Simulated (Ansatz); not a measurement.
## MoSi$_{2}$: how the free axis answers a strain

MoSi$_{2}$, I4/mmm, a = 3.217 Å, c = 7.873 Å. Ansatz: PBE, PAW, 420 eV, Γ-centred 12×12×6 mesh on 6 atoms, Gaussian smearing 0.10 eV; no spin polarisation. Series: biaxial strain in the a-b plane, c and atoms relaxed; x is the strain in per cent. y is the change of c in per cent of 7.873 Å.

```tsv
x (%)	y (%)
-4.5	?
-3.0	1.27
-1.5	0.57
0.0	0.00
1.5	-0.51
3.0	-0.95
4.5	-1.34
```

Problem. Fit y = c1 x + c2 x² to the other rows, say what c1 measures, and predict the missing y.

Solution. Least squares on the rows shown. y = −0.3698 x + 0.01645 x². With no stress along c, c1 = −2C13/C33 = -0.370. At x = -4.5 the fit asked for gives 2.00 %. The run gave 2.07 %, so the fit is 0.07 % too low, 2.1 % of the span of the series, against an rms of 0.01 % on the fitted rows. The row lies outside the fitted range. With a term in x³ added, a fit to the same known rows predicts 2.06 %, so most of the miss is curvature that the known rows already hold.